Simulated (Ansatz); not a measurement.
# Σ3 (112) boundary in fcc Al with O (interstitial): structure and resistance

How much does the Σ3 (112) boundary in fcc Al with O (interstitial) reflect electrons?

Calculated with Ansatz 0.2.0; Ansatz plane-wave DFT, PBE, PAW files; relaxation of a bicrystal slab with its lowest layers held; PAW set soft_1, in the first sound run; inputs show where later runs differ.

**1. The starting structure**

The cell holds 24 atoms: 23 Al and 1 O. Its edges and angles: a = 2.862 Å, b = 7.011 Å, c = 30.005 Å, α = 90.0°, β = 90.0°, γ = 90.0°. It derives from Al. built on the (1 1 2) plane; 2 overlapping atoms removed and the grains opened by 0 Å. Vacuum lies along c.

**2. Relaxing the bicrystal**

The boundary is built by mirroring the lower grain in the boundary plane and removing any atoms that overlap; then the O is put in at the boundary. A thin bicrystal slab is relaxed first, with the lowest layers held and the upper grain free to shift and open.

input.yaml reads:

```yaml
crystal:
  lattice:
    - [2.862347037, 0.0, 0.0]
    - [0.0, 7.0112897075, 0.0]
    - [0.0, 0.0, 30.0046335726]
  atoms:
    - { symbol: Al, position: [0.0, 0.3333333334, 0.1666409286] }
    - { symbol: Al, position: [0.5, 0.0, 0.1941796224] }
    - { symbol: Al, position: [0.0, 0.6666666667, 0.2217183161] }
    - { symbol: Al, position: [0.5, 0.3333333334, 0.2492570099] }
    - { symbol: Al, position: [1.0, 0.0, 0.2767957037] }
    - { symbol: Al, position: [0.5, 0.6666666667, 0.3043343975] }
    - { symbol: Al, position: [0.0, 0.3333333334, 0.3318730913] }
    - { symbol: Al, position: [0.5, 0.0, 0.3594117851] }
    - { symbol: Al, position: [0.0, 0.6666666667, 0.3869504789] }
    - { symbol: Al, position: [0.5, 0.3333333333, 0.4144891727] }
    - { symbol: Al, position: [0.0, 0.0, 0.4420278665] }
    - { symbol: O, position: [0.0, 0.3333333333, 0.4753560522] }
    - { symbol: Al, position: [0.0, 0.6666666667, 0.497105254] }
    - { symbol: Al, position: [0.5, 0.0, 0.5246439478] }
    - { symbol: Al, position: [0.0, 0.3333333334, 0.5521826416] }
    - { symbol: Al, position: [0.5, 0.6666666667, 0.5797213354] }
    - { symbol: Al, position: [1.0, 0.0, 0.6072600292] }
    - { symbol: Al, position: [0.5, 0.3333333334, 0.634798723] }
    - { symbol: Al, position: [0.0, 0.6666666667, 0.6623374168] }
    - { symbol: Al, position: [0.5, 0.0, 0.6898761106] }
    - { symbol: Al, position: [0.0, 0.3333333334, 0.7174148043] }
    - { symbol: Al, position: [0.5, 0.6666666667, 0.7449534981] }
    - { symbol: Al, position: [1.0, 1.0e-10, 0.7724921919] }
    - { symbol: Al, position: [0.5, 0.3333333334, 0.8000308857] }
kpoints:
  mp_grid: { grid: [8, 4, 1] }
hamiltonian:
  xc: pbe
  pseudopotentials: { kind: paw, azcp: { folder: soft_1 } }
scf:
  occupations: { method: fermi_dirac, width: 0.1 }
relax:
  f_tol: 0.03
  max_steps: 80
  constraints: [{ sites: [0, 1, 2, 3] }]
```

The run is started by

```sh
ansatz run input.yaml --threads 4 --pin off --max-ram 15360MiB --backend cpu --events-out ev --progress --plain --runs-dir out
```

Numbers of over 12 decimals in the logs are rounded to 6 here.

What it wrote:

```text
Engine: ansatz 0.2.0, aarch64-unknown-linux-gnu
Pseudopotentials: kind: paw
Pseudopotential: Al, paw, valence charge 3, recommended cutoff 420 eV (normal), soft_1/Al.paw.azcp
Pseudopotential: O, paw, valence charge 6, recommended cutoff 420 eV (normal), soft_1/O.paw.azcp
Functional definition: PBE
  parameter kappa = 0.804
  parameter beta = 0.066725
  exchange = pbe_x(kappa = kappa, mu = beta*pi^2/3)
  correlation = pbe_c(beta = beta)
Crystal: 24 atoms, lattice volume = 602.155 Å³
Basis set: ecut = 420 eV, 11819 PW (Γ), exchange–correlation on 40×96×432 points (8 copies of the dense FFT grid, shifted against one another)
Bands: 62, of which v1, the nominal top of the filled ones, is band 38 counted from 1 (37 counted from 0)
Symmetry: 2 space group operations
Space group: Pm (ITA 6), of the structure as read, at distance tolerance 8.4e-5 Å
k-points: 15 of 32 (time reversal used)
Non-local potential: Al, projectors of the file, l = 0: 2, l = 1: 2, l = 2: 1
Non-local potential: O, projectors of the file, l = 0: 2, l = 1: 2, l = 2: 1
PAW form: soft (Blöchl's): semilocal exchange-correlation on the pseudo side does not see the compensation charge
PAW one-centre angular grid: Al, 110 points (default); XC on 64 Gauss nodes
PAW one-centre angular grid: O, 110 points (default); XC on 64 Gauss nodes
Initial density: superposition of atomic densities (neutral atoms: chi_scale 0, normalization atom)
Initial wavefunctions: pseudopotential atomic-orbital guess
Functional: x = pbe(κ = 0.804, μ = 0.219515), c = pbe(β = 0.066725)
SCF iter   1: F=—  HF=-12930.510023 eV  |F-HF|=—  |Δ(HF+E_count)|=         —  Δρ=3.65e-2  dr2=3.81e1  ethr=3.10e-3  ⟨swp⟩=9.9  Hψ=5441  notcnv=0  defer=19
preconditioner: auto → LDOS  [metal: Δε(μ)=0.016 eV  Ē_g=6.808 eV  σ=0.100 eV  W_gap=0.04  n_scr=66 (ndim 8)  ℏωp=12.9 eV  f_vac=0.241  D(μ)=9.09/eV (n_scr^D=40)  β→1.0]
SCF iter   2: F=—  HF=-12927.662878 eV  |F-HF|=—  |Δ(HF+E_count)|=    2.85e0  Δρ=3.15e-2  dr2=1.22e1  ethr=3.10e-3  ⟨swp⟩=6.7  Hψ=2981  notcnv=0  defer=63
SCF iter   3: F=—  HF=-12926.693808 eV  |F-HF|=—  |Δ(HF+E_count)|=   9.69e-1  Δρ=3.85e-3  dr2=2.60e-1  ethr=3.10e-3  ⟨swp⟩=4.7  Hψ=2268  notcnv=0  defer=59
SCF iter   4: F=—  HF=-12926.672330 eV  |F-HF|=—  |Δ(HF+E_count)|=   2.15e-2  Δρ=6.69e-4  dr2=1.26e-2  ethr=3.47e-4  ⟨swp⟩=2.6  Hψ=1448  notcnv=0  defer=60
SCF iter   5: F=—  HF=-12926.672284 eV  |F-HF|=—  |Δ(HF+E_count)|=   4.61e-5  Δρ=3.58e-4  dr2=1.49e-3  ethr=1.68e-5  ⟨swp⟩=2.2  Hψ=1484  notcnv=0  defer=60
SCF iter   6: F=—  HF=-12926.672212 eV  |F-HF|=—  |Δ(HF+E_count)|=   7.22e-5  Δρ=5.23e-5  dr2=3.97e-5  ethr=1.99e-6  ⟨swp⟩=2.1  Hψ=1211  notcnv=0  defer=60
SCF iter   7: F=-12926.672217 eV  HF=-12926.672217 eV  |F-HF|=6.24e-7  |Δ(HF+E_count)|=   5.50e-6  Δρ=1.19e-5  dr2=1.82e-6  ethr=3.00e-8  ⟨swp⟩=5.0  Hψ=2946  notcnv=0
SCF 1 converged in 7 iterations: F = -12926.672217 eV  dr2 = 1.82e-6
  greatest PAW one-centre occupation: 0.872 electrons in one spin orbital (limit 2), on the O atom at site 11 (counted from 0), in its partial waves of l = 0
relax step   1: F+E_penalty+E_count = -12926.67221680 eV  Δ(F+E_penalty+E_count) = +0.000e0 eV  max|allowed force component| = 2.232e0 eV/Å  Δτ_max = 0.0000 Å  (7 SCF iters, dr2 threshold 2.25e-5 eV, accepted)
Initial density: handed on by an earlier stage of this run
Initial wavefunctions: those handed on with the density
iter 1 solved again at ethr=4.19e-4 eV; its pass at ethr=3.10e-3 eV (dr2=3.14e-1 eV) is discarded
SCF iter   1: F=—  HF=-12927.508418 eV  |F-HF|=—  |Δ(HF+E_count)|=         —  Δρ=3.67e-3  dr2=2.01e-1  ethr=4.19e-4  ⟨swp⟩=1.9  Hψ=3699  notcnv=0  defer=56
preconditioner: auto → LDOS  [metal: Δε(μ)=0.030 eV  Ē_g=6.591 eV  σ=0.100 eV  W_gap=0.07  n_scr=66 (ndim 8)  ℏωp=12.9 eV  f_vac=0.255  D(μ)=9.44/eV (n_scr^D=42)  β→1.0]
SCF iter   2: F=—  HF=-12927.472001 eV  |F-HF|=—  |Δ(HF+E_count)|=   3.64e-2  Δρ=1.53e-3  dr2=3.17e-2  ethr=2.69e-4  ⟨swp⟩=2.0  Hψ=1605  notcnv=0  defer=56
SCF iter   3: F=—  HF=-12927.468275 eV  |F-HF|=—  |Δ(HF+E_count)|=   3.73e-3  Δρ=4.01e-4  dr2=2.62e-3  ethr=4.23e-5  ⟨swp⟩=2.0  Hψ=1552  notcnv=0  defer=56
SCF iter   4: F=—  HF=-12927.467789 eV  |F-HF|=—  |Δ(HF+E_count)|=   4.86e-4  Δρ=6.97e-5  dr2=8.19e-5  ethr=3.49e-6  ⟨swp⟩=2.1  Hψ=1507  notcnv=0  defer=56
SCF iter   5: F=-12927.467784 eV  HF=-12927.467785 eV  |F-HF|=6.65e-7  |Δ(HF+E_count)|=   4.15e-6  Δρ=1.61e-5  dr2=2.21e-6  ethr=1.09e-7  ⟨swp⟩=4.1  Hψ=2703  notcnv=0
SCF 2 converged in 5 iterations: F = -12927.467784 eV  dr2 = 2.21e-6
  greatest PAW one-centre occupation: 0.871 electrons in one spin orbital (limit 2), on the O atom at site 11 (counted from 0), in its partial waves of l = 0
relax step   2: F+E_penalty+E_count = -12927.46778440 eV  Δ(F+E_penalty+E_count) = -7.956e-1 eV  max|allowed force component| = 1.652e0 eV/Å  Δτ_max = 0.1903 Å  (5 SCF iters, dr2 threshold 1.00e-4 eV, accepted)
SCF iter   1: F=—  HF=-12928.058379 eV  |F-HF|=—  |Δ(HF+E_count)|=         —  Δρ=5.27e-3  dr2=2.73e-1  ethr=2.33e-3  ⟨swp⟩=4.3  Hψ=2717  notcnv=0  defer=51
preconditioner: auto → LDOS  [metal: Δε(μ)=0.032 eV  Ē_g=6.671 eV  σ=0.100 eV  W_gap=0.08  n_scr=66 (ndim 8)  ℏωp=12.9 eV  f_vac=0.255  D(μ)=9.50/eV (n_scr^D=42)  β→1.0]
SCF iter   2: F=—  HF=-12928.011524 eV  |F-HF|=—  |Δ(HF+E_count)|=   4.69e-2  Δρ=2.81e-3  dr2=1.31e-1  ethr=3.64e-4  ⟨swp⟩=2.6  Hψ=1967  notcnv=0  defer=53
SCF iter   3: F=—  HF=-12927.992870 eV  |F-HF|=—  |Δ(HF+E_count)|=   1.87e-2  Δρ=4.20e-4  dr2=7.28e-3  ethr=1.75e-4  ⟨swp⟩=2.2  Hψ=1574  notcnv=0  defer=53
SCF iter   4: F=—  HF=-12927.992613 eV  |F-HF|=—  |Δ(HF+E_count)|=   2.57e-4  Δρ=2.33e-4  dr2=6.42e-4  ethr=9.70e-6  ⟨swp⟩=2.0  Hψ=1421  notcnv=0  defer=53
SCF iter   5: F=—  HF=-12927.992470 eV  |F-HF|=—  |Δ(HF+E_count)|=   1.43e-4  Δρ=3.04e-5  dr2=9.69e-6  ethr=8.55e-7  ⟨swp⟩=2.1  Hψ=1425  notcnv=0  defer=53
SCF iter   6: F=-12927.992470 eV  HF=-12927.992470 eV  |F-HF|=1.44e-8  |Δ(HF+E_count)|=   6.97e-7  Δρ=6.70e-6  dr2=2.99e-7  ethr=1.29e-8  ⟨swp⟩=4.0  Hψ=2525  notcnv=0
SCF 3 converged in 6 iterations: F = -12927.992470 eV  dr2 = 2.99e-7
  greatest PAW one-centre occupation: 0.870 electrons in one spin orbital (limit 2), on the O atom at site 11 (counted from 0), in its partial waves of l = 0
relax step   3: F+E_penalty+E_count = -12927.99246953 eV  Δ(F+E_penalty+E_count) = -5.247e-1 eV  max|allowed force component| = 7.372e-1 eV/Å  Δτ_max = 0.1948 Å  (6 SCF iters, dr2 threshold 1.00e-4 eV, accepted)
[...]
relax step   4: F+E_penalty+E_count = -12928.25452490 eV  Δ(F+E_penalty+E_count) = -2.621e-1 eV  max|allowed force component| = 5.751e-1 eV/Å  Δτ_max = 0.2000 Å  (5 SCF iters, dr2 threshold 1.00e-4 eV, accepted)
[...]
relax step   5: F+E_penalty+E_count = -12928.40993328 eV  Δ(F+E_penalty+E_count) = -1.554e-1 eV  max|allowed force component| = 1.540e-1 eV/Å  Δτ_max = 0.2000 Å  (5 SCF iters, dr2 threshold 6.58e-5 eV, accepted)
[...]
relax step   6: F+E_penalty+E_count = -12928.43021216 eV  Δ(F+E_penalty+E_count) = -2.028e-2 eV  max|allowed force component| = 5.168e-2 eV/Å  Δτ_max = 0.1582 Å  (6 SCF iters, dr2 threshold 1.70e-6 eV, accepted)
[...]
relax step   7: F+E_penalty+E_count = -12928.43413734 eV  Δ(F+E_penalty+E_count) = -3.925e-3 eV  max|allowed force component| = 5.095e-2 eV/Å  Δτ_max = 0.0505 Å  (6 SCF iters, accepted)
[...]
relax step   8: F+E_penalty+E_count = -12928.43667225 eV  Δ(F+E_penalty+E_count) = -2.535e-3 eV  max|allowed force component| = 1.609e-2 eV/Å  Δτ_max = 0.0405 Å  (6 SCF iters, accepted)
[...]
relax step   9: F+E_penalty+E_count = -12928.43821694 eV  Δ(F+E_penalty+E_count) = -1.545e-3 eV  max|allowed force component| = 1.900e-2 eV/Å  Δτ_max = 0.0519 Å  (6 SCF iters, accepted)
SCF iter   1: F=—  HF=-12928.468820 eV  |F-HF|=—  |Δ(HF+E_count)|=         —  Δρ=4.07e-3  dr2=1.10e-1  ethr=2.00e-3  ⟨swp⟩=4.3  Hψ=2968  notcnv=0  defer=52
preconditioner: auto → LDOS  [metal: Δε(μ)=0.030 eV  Ē_g=6.806 eV  σ=0.100 eV  W_gap=0.07  n_scr=66 (ndim 8)  ℏωp=12.9 eV  f_vac=0.270  D(μ)=8.87/eV (n_scr^D=40)  β→1.0]
SCF iter   2: F=—  HF=-12928.444305 eV  |F-HF|=—  |Δ(HF+E_count)|=   2.45e-2  Δρ=1.31e-3  dr2=1.76e-2  ethr=1.47e-4  ⟨swp⟩=2.0  Hψ=1637  notcnv=0  defer=53
SCF iter   3: F=—  HF=-12928.440403 eV  |F-HF|=—  |Δ(HF+E_count)|=   3.90e-3  Δρ=3.65e-4  dr2=1.03e-3  ethr=2.35e-5  ⟨swp⟩=2.2  Hψ=1450  notcnv=0  defer=53
SCF iter   4: F=—  HF=-12928.440146 eV  |F-HF|=—  |Δ(HF+E_count)|=   2.57e-4  Δρ=5.72e-5  dr2=4.45e-5  ethr=1.37e-6  ⟨swp⟩=3.1  Hψ=1633  notcnv=0  defer=53
SCF iter   5: F=—  HF=-12928.440185 eV  |F-HF|=—  |Δ(HF+E_count)|=   3.96e-5  Δρ=1.80e-5  dr2=2.33e-6  ethr=5.93e-8  ⟨swp⟩=2.1  Hψ=1469  notcnv=0  defer=53
SCF iter   6: F=—  HF=-12928.440186 eV  |F-HF|=—  |Δ(HF+E_count)|=   2.87e-7  Δρ=3.48e-6  dr2=1.22e-7  ethr=3.11e-9  ⟨swp⟩=2.0  Hψ=1437  notcnv=0  defer=53
SCF iter   7: F=-12928.440186 eV  HF=-12928.440186 eV  |F-HF|=6.81e-9  |Δ(HF+E_count)|=   4.94e-8  Δρ=7.86e-7  dr2=1.18e-8  ethr=1.33e-10  ⟨swp⟩=4.9  Hψ=2978  notcnv=0
SCF 10 converged in 7 iterations: F = -12928.440186 eV  dr2 = 1.18e-8
relax step  10: F+E_penalty+E_count = -12928.44018558 eV  Δ(F+E_penalty+E_count) = -1.969e-3 eV  max|allowed force component| = 2.736e-2 eV/Å  Δτ_max = 0.1395 Å  (7 SCF iters, accepted)
SCF converged after 7 iterations
Free energy (F): -12928.440186 eV
Harris-Foulkes:  -12928.440186 eV  (|F-HF|=6.81e-9)
Internal energy: -12928.143662 eV  (E = F + TS)
E sigma→0 (E₀):  -12928.291924 eV
Entropy (-TS):   -0.296524 eV (-12.355 meV/atom)
Fermi energy:    3.650978 eV
--- Per-component energies (eV) ---
  E_band       = -87.736486
  E_kinetic    = 676.745622
  E_local      = -17970.041274  (includes V_loc(G=0)·N_el)
  E_nonlocal   = 283.298452
  E_hartree    = 8899.194278
  E_xc         = -931.163460
  E_vxc        = -752.530848  (∫ρ·V_xc dr)
  E_paw        = -10958.776261  (= ΣΔE_a)
  E_vpaw       = -123.602485  (= ΣTr[D̂ρ^β])
  E_aug_tail   = 0.000725  (compensation charges beyond the density's cutoff)
  E_ewald      = 7072.598257
  E_smearing   = -0.296524  (= −TS)
  E_closure    = -0.000000  (closes the sum)
  Σ components = -12928.440186   (vs F -12928.440186, Δ=0.00e0)
--- Forces (eV/Å), atoms counted from 1 ---
  atom   1  Al    -0.00000000    -0.07018997     0.09323942
  atom   2  Al     0.00000000     0.05032721    -0.07027975
  atom   3  Al    -0.00000000     0.04178420    -0.26107093
  atom   4  Al     0.00000000    -0.02460564     0.21765613
  atom   5  Al     0.00000000    -0.00170926    -0.00561344
  atom   6  Al    -0.00000000     0.00234628    -0.00526717
  atom   7  Al     0.00000000     0.00352075     0.00500911
  atom   8  Al     0.00000000     0.00115173     0.01411897
  atom   9  Al     0.00000000    -0.00935654    -0.00579617
  atom  10  Al     0.00000000     0.00983826     0.02736456
  atom  11  Al     0.00000000     0.01488278    -0.00123350
  atom  12  O      0.00000000     0.01302945    -0.02127615
  atom  13  Al    -0.00000000    -0.02106359     0.01537273
  atom  14  Al     0.00000000    -0.01883363    -0.01343720
  atom  15  Al     0.00000000     0.00612457     0.00619561
  atom  16  Al     0.00000000    -0.00197082    -0.01318768
  atom  17  Al     0.00000000     0.00087131     0.01295348
  atom  18  Al     0.00000000     0.00536878     0.00030143
  atom  19  Al     0.00000000    -0.00154503     0.01042416
  atom  20  Al    -0.00000000     0.00024242    -0.00352498
  atom  21  Al     0.00000000     0.00291263    -0.00166299
  atom  22  Al    -0.00000000    -0.00218160     0.00221699
  atom  23  Al    -0.00000000    -0.00686875    -0.00101706
  atom  24  Al     0.00000000     0.00591075    -0.00148723
  max |Σ_I F_I| component: 1.37e-5 eV/Å
--- Relaxed structure (10 steps of the walk, 10 accepted, 0 SCFs on fresh bases) ---
  F+E_penalty+E_count = -12928.44018558 eV   max|allowed force component| = 2.736e-2 eV/Å
  atoms:
    - { symbol: Al, position: [0.0, 0.3333333334, 0.1666409286] }
    - { symbol: Al, position: [0.500000, 0.0, 0.194180] }
    - { symbol: Al, position: [0.0, 0.666667, 0.221718] }
    - { symbol: Al, position: [0.500000, 0.3333333334, 0.249257] }
    - { symbol: Al, position: [1.000000, 0.002815, 0.275033] }
    - { symbol: Al, position: [0.500000, 0.664034, 0.303776] }
    - { symbol: Al, position: [1.5935848035018409e-18, 0.339193, 0.336831] }
    - { symbol: Al, position: [0.500000, 0.00503667, 0.352907] }
    - { symbol: Al, position: [5.4167076611020785e-18, 0.686585, 0.386223] }
    - { symbol: Al, position: [0.500000, 0.388607, 0.431597] }
    - { symbol: Al, position: [1.121430903738965e-17, 0.041237, 0.430813] }
    - { symbol: O, position: [3.28054216980478e-17, 0.453965, 0.474504] }
    - { symbol: Al, position: [1.562222427752514e-17, 0.724112, 0.482178] }
    - { symbol: Al, position: [0.500000, 0.036454, 0.513978] }
    - { symbol: Al, position: [8.16272288958346e-18, 0.363349, 0.535933] }
    - { symbol: Al, position: [0.500000, 0.695443, 0.565383] }
    - { symbol: Al, position: [1.000000, 0.025034, 0.594305] }
    - { symbol: Al, position: [0.500000, 0.359879, 0.620500] }
    - { symbol: Al, position: [6.782029956197542e-18, 0.691605, 0.649423] }
    - { symbol: Al, position: [0.500000, 0.027404, 0.675434] }
    - { symbol: Al, position: [7.238500486857962e-18, 0.359951, 0.701505] }
    - { symbol: Al, position: [0.500000, 0.694723, 0.734556] }
    - { symbol: Al, position: [1.000000, 0.030301, 0.756769] }
    - { symbol: Al, position: [0.500000, 0.355928, 0.783318] }
```

Elapsed: 1.8 min, on 4 threads of Arm Neoverse V1, shared host; peak memory 1.2 GiB; 6.9 min of CPU time.

This run has no spin polarisation although its electron count is odd.

Step by step:

```tsv
step	energy less that of the first step (eV)	largest force component (eV/Å)
1	0.0000	2.2318
2	-0.7956	1.6525
3	-1.3203	0.7371
4	-1.5823	0.5751
5	-1.7377	0.1540
6	-1.7580	0.0517
7	-1.7619	0.0510
8	-1.7645	0.0161
9	-1.7660	0.0190
10	-1.7680	0.0274
```

The run keeps the 2 symmetry operations that it works with, so distortions that break them were not tested.

The atoms that moved most (Å):

```tsv
atom	dx	dy	dz	length
O12	0.000	0.846	-0.026	0.846
Al10	0.000	0.388	0.513	0.643
Al13	0.000	0.403	-0.448	0.602
Al15	0.000	0.210	-0.488	0.531
Al24	0.000	0.158	-0.501	0.526
Al23	0.000	0.212	-0.472	0.517
Al21	0.000	0.187	-0.477	0.513
Al16	0.000	0.202	-0.430	0.475
```

Final coordinates:

```cif
data_structure
_symmetry_space_group_name_H-M 'P 1'
_symmetry_Int_Tables_number 1
_cell_length_a 2.8623
_cell_length_b 7.0113
_cell_length_c 30.0046
_cell_angle_alpha 90.000
_cell_angle_beta 90.000
_cell_angle_gamma 90.000
_cell_volume 602.16
loop_
_atom_site_label
_atom_site_type_symbol
_atom_site_fract_x
_atom_site_fract_y
_atom_site_fract_z
_atom_site_occupancy
Al1 Al 0.00000 0.33333 0.16664 1
Al2 Al 0.50000 0.00000 0.19418 1
Al3 Al 0.00000 0.66667 0.22172 1
Al4 Al 0.50000 0.33333 0.24926 1
Al5 Al 0.00000 0.00281 0.27503 1
Al6 Al 0.50000 0.66403 0.30378 1
Al7 Al 0.00000 0.33919 0.33683 1
Al8 Al 0.50000 0.00504 0.35291 1
Al9 Al 0.00000 0.68658 0.38622 1
Al10 Al 0.50000 0.38861 0.43160 1
Al11 Al 0.00000 0.04124 0.43081 1
O12 O 0.00000 0.45396 0.47450 1
Al13 Al 0.00000 0.72411 0.48218 1
Al14 Al 0.50000 0.03645 0.51398 1
Al15 Al 0.00000 0.36335 0.53593 1
Al16 Al 0.50000 0.69544 0.56538 1
Al17 Al 0.00000 0.02503 0.59430 1
Al18 Al 0.50000 0.35988 0.62050 1
Al19 Al 0.00000 0.69161 0.64942 1
Al20 Al 0.50000 0.02740 0.67543 1
Al21 Al 0.00000 0.35995 0.70151 1
Al22 Al 0.50000 0.69472 0.73456 1
Al23 Al 0.00000 0.03030 0.75677 1
Al24 Al 0.50000 0.35593 0.78332 1
```

This step gave:

```
free energy             : -12928.4402 eV
energy at zero smearing : -12928.2919 eV
Fermi energy            : 3.651 eV
```

The largest force component on a free atom ends at 0.027 eV/Å, under the tolerance of 0.03, after 10 steps.

(Continued in part 2 of 2.)

[Logs are printed without paths, hosts, clocks, repeated set-up lines and the standing remarks that a program may print on its own settings, such as how far it seeks lower states.]

[Hosts, paths, dates, database ids (printed as entryN), source tags and the programs' standing remarks are cut or masked in the printed files.]
